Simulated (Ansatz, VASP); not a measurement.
# Cross-check of PtSe2 (1T-PtSe2, 3 layers, AA stacking) between VASP and Ansatz, part 2 of 2

One calculation is typed for both programs; each brings its own data sets. How far apart do they land? Of the first pair: The structure shown is the start of the Ansatz relaxation below; VASP solves that cell, so the two are compared at the walk's first step.

VASP 6.6.1 and Ansatz 0.2.0.

So far: The structure; Ansatz: relaxation, PBE with D3(BJ).

### Step 3. VASP: single point, PBE with D3(BJ), start cell, pair 1

Level of this step: PBE with D3(BJ); plane waves and PAW (Se, Pt) (VASP).

The same cell, functional, mesh and smearing now go to VASP, with its own data sets.

Lines of VASP's logs that name or quote its potential files are left out, and so is its time.

Input file INCAR:

```
SYSTEM = PtSe2
PREC = Accurate
ENCUT = 400
EDIFF = 1E-06
NELM = 120
ISMEAR = -1
SIGMA = 0.05
LREAL = .FALSE.
ALGO = Normal
GGA = PE
IVDW = 12
NBANDS = 42
LASPH = .TRUE.
LORBIT = 11
LWAVE = .FALSE.
LCHARG = .FALSE.
ISIF = 2
LDIPOL = .TRUE.
IDIPOL = 3
DIPOL = 0.5 0.5 0.5
LVHAR = .TRUE.
GGA_COMPAT = .FALSE.
NELMDL = -8
KPAR = 2
```

Input file POSCAR:

```
PtSe2
1.0
    3.7500000000      0.0000000000      0.0000000000
   -1.8750000000      3.2475950000      0.0000000000
    0.0000000000      0.0000000000     30.4031530000
Se Pt
6 3
Direct
    0.6666667180      0.3333334360      0.2795762663
    0.3333334360      0.6666668719      0.3541645171
    0.6666667180      0.3333334360      0.4627058911
    0.3333334360      0.6666668719      0.5372941418
    0.6666667180      0.3333334360      0.6458355158
    0.3333334360      0.6666668719      0.7204237337
    0.0000000000      0.0000000000      0.3168703917
    0.0000000000      0.0000000000      0.5000000164
    0.0000000000      0.0000000000      0.6831296083
```

Input file KPOINTS:

```
Automatic mesh
0
Gamma
12 12 1
0 0 0
```

The projector-augmented-wave data sets are Se and Pt (PBE family, release 64).

On the command line:

```
$ mpirun -np 2 vasp_std
```

Numbers of over 12 decimals in the logs are rounded to 6 here.

What it wrote:

```text
[banner, memory and clock lines left out]
running    2 mpi-ranks, on    1 nodes
 distrk:  each k-point on    1 cores,    2 groups
 distr:  one band on    1 cores,    1 groups

 POSCAR found type information on POSCAR SePt
 POSCAR found :  2 types and       9 ions
 LDA part: xc-table for (Slater+PW92), standard interpolation
 POSCAR, INCAR and KPOINTS ok, starting setup
 FFT: planning ... GRIDC
 FFT: planning ... GRID_SOFT
 FFT: planning ... GRID
 WAVECAR not read
 entering main loop
       N       E                     dE             d eps       ncg     rms          rms(c)
DAV:   1     0.430436119169E+03    0.43044E+03   -0.23184E+04  1604   0.105E+03
DAV:   2    -0.367013269757E+01   -0.43411E+03   -0.41498E+03  2110   0.226E+02
DAV:   3    -0.432877537867E+02   -0.39618E+02   -0.38672E+02  1912   0.720E+01
DAV:   4    -0.443644774587E+02   -0.10767E+01   -0.10686E+01  1920   0.126E+01
DAV:   5    -0.443971701128E+02   -0.32693E-01   -0.32654E-01  1974   0.208E+00
DAV:   6    -0.443983197642E+02   -0.11497E-02   -0.11495E-02  2168   0.401E-01
DAV:   7    -0.443983601943E+02   -0.40430E-04   -0.40427E-04  2094   0.666E-02
DAV:   8    -0.443983614606E+02   -0.12663E-05   -0.12664E-05  1856   0.113E-02    0.254E+01
DAV:   9    -0.422609101380E+02    0.21375E+01   -0.12962E+01  1780   0.246E+01    0.142E+01
DAV:  10    -0.419815500725E+02    0.27936E+00   -0.38465E+00  1748   0.139E+01    0.590E+00
DAV:  11    -0.417994819706E+02    0.18207E+00   -0.28319E-01  1708   0.404E+00    0.135E+00
DAV:  12    -0.417856974633E+02    0.13785E-01   -0.11727E-01  1884   0.208E+00    0.344E-01
DAV:  13    -0.417864267322E+02   -0.72927E-03   -0.80534E-03  1890   0.396E-01    0.379E-01
DAV:  14    -0.417865007669E+02   -0.74035E-04   -0.14718E-04  2124   0.524E-02    0.379E-01
DAV:  15    -0.417870684773E+02   -0.56771E-03   -0.56259E-04  1892   0.790E-02    0.480E-01
DAV:  16    -0.417920282422E+02   -0.49598E-02   -0.34950E-02  1838   0.627E-01    0.914E-01
DAV:  17    -0.417897465083E+02    0.22817E-02   -0.24714E-03  1744   0.223E-01    0.771E-01
DAV:  18    -0.417878207562E+02    0.19258E-02   -0.14721E-03  1842   0.124E-01    0.512E-01
DAV:  19    -0.417867934477E+02    0.10273E-02   -0.11089E-03  1864   0.107E-01    0.281E-01
DAV:  20    -0.417866093975E+02    0.18405E-03   -0.12186E-04  1984   0.367E-02    0.201E-01
DAV:  21    -0.417865716001E+02    0.37797E-04   -0.65902E-06  1932   0.872E-03    0.182E-01
DAV:  22    -0.417864029801E+02    0.16862E-03   -0.38186E-04  1876   0.614E-02    0.351E-02
DAV:  23    -0.417863962745E+02    0.67055E-05   -0.24410E-05  2008   0.163E-02    0.552E-03
DAV:  24    -0.417863970491E+02   -0.77456E-06   -0.19939E-07  1092   0.196E-03
   1 F= -.45196243E+02 E0= -.45196082E+02  d E =-.321843E-03
```

Parts of OUTCAR (step 3):

```text
ion  position               nearest neighbor table
   1  0.667  0.333  0.280-   7 2.44   7 2.44   7 2.44
   2  0.333  0.667  0.354-   7 2.44   7 2.44   7 2.44
   3  0.667  0.333  0.463-   8 2.44   8 2.44   8 2.44
   4  0.333  0.667  0.537-   8 2.44   8 2.44   8 2.44
   5  0.667  0.333  0.646-   9 2.44   9 2.44   9 2.44
   6  0.333  0.667  0.720-   9 2.44   9 2.44   9 2.44
   7  0.000  0.000  0.317-   1 2.44   2 2.44   2 2.44   1 2.44   1 2.44   2 2.44
   8  0.000  0.000  0.500-   3 2.44   4 2.44   4 2.44   3 2.44   3 2.44   4 2.44
   9  0.000  0.000  0.683-   5 2.44   5 2.44   5 2.44   6 2.44   6 2.44   6 2.44

  LATTYP: Found a hexagonal cell.
 ALAT       =     3.7500000000
 C/A-ratio  =     8.1075074667

 Subroutine GETGRP returns: Found 12 space group operations
 (whereof 12 operations were pure point group operations)

The static configuration has the point symmetry D_3d.

 Found     19 irreducible k-points:

   k-points           NKPTS =     19   k-points in BZ     NKDIM =     19   number of bands    NBANDS=     42

   dimension x,y,z NGX =    24 NGY =   24 NGZ =  200
   dimension x,y,z NGXF=    48 NGYF=   48 NGZF=  400

   ENCUT  =  400.0 eV  29.40 Ry    5.42 a.u.   6.12  6.12 49.58*2*pi/ulx,y,z

   NELECT =      66.0000    total number of electrons

 k-points in reciprocal lattice and weights: Automatic mesh
   0.00000000  0.00000000  0.00000000       0.007
   0.08333333  0.00000000  0.00000000       0.042
   0.16666667 -0.00000000  0.00000000       0.042
   0.25000000  0.00000000  0.00000000       0.042
   0.33333333  0.00000000  0.00000000       0.042
   0.41666667 -0.00000000  0.00000000       0.042
   0.50000000  0.00000000  0.00000000       0.021
   0.08333333  0.08333333  0.00000000       0.042
   0.16666667  0.08333333  0.00000000       0.083
[...]
0.33333333  0.25000000  0.00000000       0.083
   0.33333333  0.33333333  0.00000000       0.014

 dipolmoment           0.000000      0.000000     -0.000016 electrons x Angstroem

 average (electrostatic) potential at core
       1 -58.3652       2 -58.3972       3 -58.4096       4 -58.4097       5 -58.3974
       6 -58.3654       7 -74.5786       8 -74.5990       9 -74.5788

 E-fermi :   0.7688

 k-point     1 :       0.0000    0.0000    0.0000
  band No.  band energies     occupation
    ...
     29      -0.4725      2.00000
     30      -0.4656      2.00000
     31      -0.4517      2.00000
     32      -0.4517      2.00000
     33       0.0101      2.00000
     34       3.0164      0.00000
     35       3.0164      0.00000
     36       3.1137      0.00000
     37       3.1137      0.00000
     38       3.1832      0.00000
    ...

 k-point     2 :       0.0833    0.0000    0.0000
  band No.  band energies     occupation
    ...
     29      -0.4646      2.00000
     30      -0.4196      2.00000
     31      -0.4078      2.00000
     32      -0.0183      2.00000
     33       0.2196      1.99997
     34       2.4624      0.00000
     35       2.5795      0.00000
     36       2.6718      0.00000
     37       2.8674      0.00000
     38       2.9755      0.00000
    ...

 k-point     3 :       0.1667   -0.0000    0.0000
  band No.  band energies     occupation
    ...
     29      -0.5941      2.00000
     30      -0.3730      2.00000
     31      -0.3417      2.00000
     32       0.1245      1.99999
     33       0.4390      1.99728
     34       1.6413      0.00000
     35       1.6972      0.00000
     36       1.7644      0.00000
     37       2.6293      0.00000
     38       2.7525      0.00000
    ...

 Edisp (eV)   -3.40985

  Total      12.21107    12.21107    12.42878     0.00000    -0.00000     0.00000
  in kB      52.83875    52.83874    53.78081     0.00000    -0.00000     0.00000
  external pressure =       53.15 kB  Pullay stress =        0.00 kB

  energy-cutoff  :      400.00
  volume of cell :      370.26
      direct lattice vectors                 reciprocal lattice vectors
     3.750000000  0.000000000  0.000000000     0.266666667  0.153960084  0.000000000
    -1.875000000  3.247595000  0.000000000     0.000000000  0.307920169  0.000000000
     0.000000000  0.000000000 30.403153000     0.000000000  0.000000000  0.032891325

 POSITION                                       TOTAL-FORCE (eV/Angst)
 -----------------------------------------------------------------------------------
      1.87500      1.08253      8.50000         0.000000      0.000000     -2.139308
      0.00000      2.16506     10.76772        -0.000000      0.000000      2.194606
      1.87500      1.08253     14.06772         0.000000      0.000000     -2.192374
      0.00000      2.16506     16.33544        -0.000000     -0.000000      2.192374
      1.87500      1.08253     19.63544         0.000000     -0.000000     -2.194606
      0.00000      2.16506     21.90315        -0.000000     -0.000000      2.139308
      0.00000      0.00000      9.63386         0.000000     -0.000000      0.149433
      0.00000      0.00000     15.20158        -0.000000     -0.000000     -0.000000
      0.00000      0.00000     20.76929         0.000000      0.000000     -0.149433
 -----------------------------------------------------------------------------------
    total drift:                               -0.000000     -0.000911     -0.001991

  FREE ENERGIE OF THE ION-ELECTRON SYSTEM (eV)
  ---------------------------------------------------
  free  energy   TOTEN  =       -45.1962433364 eV

  energy  without entropy=      -45.1959214939  energy(sigma->0) =      -45.19608242

 vacuum level on the upper side and lower side of the slab         5.561         5.561

 total charge
# of ion       s       p       d       tot
------------------------------------------
    1        1.477   2.298   0.077   3.851
    2        1.478   2.294   0.078   3.850
    3        1.478   2.293   0.078   3.850
    4        1.478   2.293   0.078   3.850
    5        1.478   2.294   0.078   3.850
    6        1.477   2.298   0.077   3.851
    7        0.723   0.818   8.079   9.621
    8        0.723   0.818   8.080   9.621
    9        0.723   0.818   8.079   9.621
--------------------------------------------------
tot         11.035  16.223  24.706  51.965

[... 3 further parts left out ...]
```

### Step 4. Side by side

Known differences besides the potentials themselves: the data sets hold 150 valence electrons in Ansatz (on its default PAW (the set named soft_2) files) and 66 in VASP; the cutoff is 420 eV in Ansatz and 400 eV in VASP. Total energies have different zeros and are not compared.

Forces (eV/Å; atoms numbered as in POSCAR):

| atom | Ansatz x, y, z | VASP x, y, z |
| --- | --- | --- |
| Se1 | 0.000, 0.000, -2.133 | 0.000, 0.000, -2.139 |
| Se2 | 0.000, 0.000, 2.188 | 0.000, 0.000, 2.195 |
| Se3 | 0.000, 0.000, -2.186 | 0.000, 0.000, -2.192 |
| Se4 | 0.000, 0.000, 2.186 | 0.000, 0.000, 2.192 |
| Se5 | 0.000, 0.000, -2.188 | 0.000, 0.000, -2.195 |
| Se6 | 0.000, 0.000, 2.133 | 0.000, 0.000, 2.139 |
| Pt7 | 0.000, 0.000, 0.150 | 0.000, 0.000, 0.149 |
| Pt8 | 0.000, 0.000, 0.000 | 0.000, 0.000, 0.000 |
| Pt9 | 0.000, 0.000, -0.150 | 0.000, 0.000, -0.149 |

The forces differ by 3.0 meV/Å r.m.s., which is 0.3 % of the r.m.s. force of 1.026 eV/Å (both taken over all components). With vacuum in the cell, a pressure given here is an average over mostly empty space and none of the material.

### Step 5. Ansatz: relaxation, PBE with D3(BJ)

This run makes the geometry at which the two programs are then compared.

The structure compared here is the end of the Ansatz relaxation.

Input file input.yaml:

```yaml
crystal:
  lattice:
    - [3.75, 0.0, 0.0]
    - [-1.875, 3.2475952642, 0.0]
    - [0.0, 0.0, 30.4031533865]
  atoms:
    - { symbol: Se, position: [0.6666666667, 0.3333333333, 0.2795762628] }
    - { symbol: Pt, position: [0.0, 0.0, 0.3168703843] }
    - { symbol: Se, position: [0.3333333333, 0.6666666667, 0.3541645059] }
    - { symbol: Se, position: [0.6666666667, 0.3333333333, 0.4627058785] }
    - { symbol: Pt, position: [0.0, 0.0, 0.5] }
    - { symbol: Se, position: [0.3333333333, 0.6666666667, 0.5372941215] }
    - { symbol: Se, position: [0.6666666667, 0.3333333333, 0.6458354941] }
    - { symbol: Pt, position: [0.0, 0.0, 0.6831296157] }
    - { symbol: Se, position: [0.3333333333, 0.6666666667, 0.7204237372] }
kpoints:
  mp_grid: { grid: [12, 12, 1] }
hamiltonian:
  xc: pbe
  dispersion: d3bj
scf:
  occupations: { method: fermi_dirac, width: 0.05 }
  convergence: { dr2_threshold: 1.0e-08 }
efield:
  axis: 3
  dipole_correction: true
  ramp_position: 0.97
  ramp_width: 0.04
relax:
  f_tol: 0.01
  cell: { fix: [c, alpha, beta] }
output:
  write_potential: true
  write_density: true
  volumetric_format: npy
```

On the command line:

```
$ ansatz run input.yaml --threads 8 --pin off --max-ram 16384MiB --backend cpu --events-out ev --progress --plain --runs-dir out
```

What it wrote:

```text
[...]
Crystal: 9 atoms, lattice volume = 370.264 Å³
Basis set: ecut = 420 eV, 7289 PW (Γ), exchange–correlation on 54×54×432 points (8 copies of the dense FFT grid, shifted against one another)
[...]
- { symbol: Se, position: [0.666667, 0.333333, 0.457476] }
    - { symbol: Pt, position: [0, 0, 0.499995] }
    - { symbol: Se, position: [0.333333, 0.666667, 0.542514] }
    - { symbol: Se, position: [0.666667, 0.333333, 0.618739] }
    - { symbol: Pt, position: [-6.6671096867644646e-18, 0, 0.660909] }
    - { symbol: Se, position: [0.333333, 0.666667, 0.704171] }
[key lines of the parts left out:]
SCF converged after 3 iterations
Free energy (F): -70390.648044 eV
Fermi energy:    4.186024 eV
Dipole field:    D = 0.000005 V/Å  (p = 0.000011 e·Å, saw-weighted, corrected)
Work function:   Φ+ = 4.6834 eV   Φ− = 4.6835 eV
P = ⅓ Tr σ = 0.0174 GPa (0.174 kbar)
```

### Step 6. VASP: single point, PBE with D3(BJ), relaxed cell, pair 2

The same cell, functional, mesh and smearing now go to VASP, with its own data sets.

Changes to INCAR since step 3:

```diff
@@ -2,3 +2,3 @@
 PREC = Accurate
-ENCUT = 400
+ENCUT = 500
 EDIFF = 1E-06
```

Input file POSCAR:

```
PtSe2
1.0
    3.7467258165      0.0000000000      0.0000000000
   -1.8733629083      3.2447597381      0.0000000000
    0.0000000000      0.0000000000     30.4031533865
Se Pt
6 3
Direct
    0.6666666667      0.3333333333      0.2958341284
    0.3333333333      0.6666666667      0.3812668668
    0.6666666667      0.3333333333      0.4574758667
    0.3333333333      0.6666666667      0.5425135903
    0.6666666667      0.3333333333      0.6187385121
    0.3333333333      0.6666666667      0.7041710595
    0.0000000000      0.0000000000      0.3390964878
    0.0000000000      0.0000000000      0.4999947532
    0.0000000000      0.0000000000      0.6609087353
```

KPOINTS is that of step 3.

On the command line:

```
$ mpirun -np 2 vasp_std
```

What it wrote:

```text
[... set-up lines as in an earlier step ...]
 entering main loop
       N       E                     dE             d eps       ncg     rms          rms(c)
DAV:   1     0.471990083554E+03    0.47199E+03   -0.25849E+04  1596   0.125E+03
DAV:   2     0.201732428171E+01   -0.46997E+03   -0.44743E+03  2136   0.238E+02
DAV:   3    -0.436445976064E+02   -0.45662E+02   -0.44359E+02  1964   0.773E+01
DAV:   4    -0.449991390460E+02   -0.13545E+01   -0.13386E+01  1888   0.141E+01
[...]
DAV:  17    -0.426819200967E+02    0.28689E-03   -0.16995E-03  1960   0.345E-01    0.368E-02
DAV:  18    -0.426819347434E+02   -0.14647E-04   -0.15963E-04  1786   0.532E-02    0.253E-02
DAV:  19    -0.426819345474E+02    0.19602E-06   -0.66909E-06  2032   0.135E-02
   1 F= -.46453724E+02 E0= -.46446370E+02  d E =-.147074E-01
```

OUTCAR, selected parts (step 6):

```text
 Edisp (eV)   -3.77179

  Total       0.00314     0.00314    -0.03404    -0.00000     0.00000     0.00000
  in kB       0.01359     0.01359    -0.14756    -0.00000     0.00000     0.00000
  external pressure =       -0.04 kB  Pullay stress =        0.00 kB

 POSITION                                       TOTAL-FORCE (eV/Angst)
 -----------------------------------------------------------------------------------
      1.87336      1.08159      8.99429        -0.000000     -0.000000     -0.003289
     -0.00000      2.16317     11.59172        -0.000000      0.000000      0.001986
      1.87336      1.08159     13.90871         0.000000     -0.000000     -0.006694
     -0.00000      2.16317     16.49412        -0.000000      0.000000      0.007051
      1.87336      1.08159     18.81160         0.000000     -0.000000     -0.002571
     -0.00000      2.16317     21.40902         0.000000     -0.000000      0.003675
      0.00000      0.00000     10.30960        -0.000000     -0.000000      0.003912
      0.00000      0.00000     15.20142        -0.000000     -0.000000     -0.000103
      0.00000      0.00000     20.09371        -0.000000     -0.000000     -0.003966
 -----------------------------------------------------------------------------------
    total drift:                                0.000000     -0.000000     -0.000426

  FREE ENERGIE OF THE ION-ELECTRON SYSTEM (eV)
  ---------------------------------------------------
  free  energy   TOTEN  =       -46.4537237375 eV

  energy  without entropy=      -46.4390163656  energy(sigma->0) =      -46.44637005

[... 1 part as in an earlier step ...]

[... 2 further parts left out ...]
[key lines of the parts left out:]
E-fermi :   0.8239
```

### Step 7. Comparison

What differs besides the data sets and the points named for the pairs above, as far as they apply: the data sets hold 150 valence electrons in Ansatz (on its default PAW (the set named soft_2) files) and 66 in VASP; the cutoff is 420 eV in Ansatz and 500 eV in VASP; Ansatz's pressure holds a Pulay correction, VASP's none. Total energies have different zeros and are not compared.

The two programs side by side:

| quantity | Ansatz | VASP | difference |
| --- | --- | --- | --- |
| pressure (GPa) | 0.02 | 0.00 | +0.02 |
| work function, lower of the two faces (eV) | 4.68 | 4.71 | -0.03 |
| work function, higher of the two faces (eV) | 4.68 | 4.71 | -0.03 |

At this near-relaxed geometry the largest component of a force difference is 5 meV/Å. With vacuum in the cell, a pressure given here is an average over mostly empty space and none of the material.

### Step 8. Summary of results

| Item | Value |
| --- | --- |
| r.m.s. force difference (single point, PBE with D3(BJ), start cell, pair 1) | 0.30 % of the r.m.s. force |
| difference in work function, higher of the two faces (single point, PBE with D3(BJ), relaxed cell, pair 2) | -0.027 eV |

**Reading.** The r.m.s. force difference is 0.30 % of the r.m.s. force (single point, PBE with D3(BJ), start cell, pair 1), within the 3 % picked in this series as the mark of a large difference. The data sets hold unlike numbers of valence electrons (150 in Ansatz and 66 in VASP), so part of the differences comes from the potentials. Such differences can come from data sets, numerical settings and the points named under the comparisons, not from the functional's error against experiment.

[Lines on the potential files, build, host, timing and source positions are cut from VASP's logs without a mark.]

[Logs are printed without paths, hosts, clocks, repeated set-up lines and the standing remarks that a program may print on its own settings, such as how far it seeks lower states.]

[Hosts, paths, dates, database ids (printed as entryN), source tags and the programs' standing remarks are cut or masked in the printed files.]
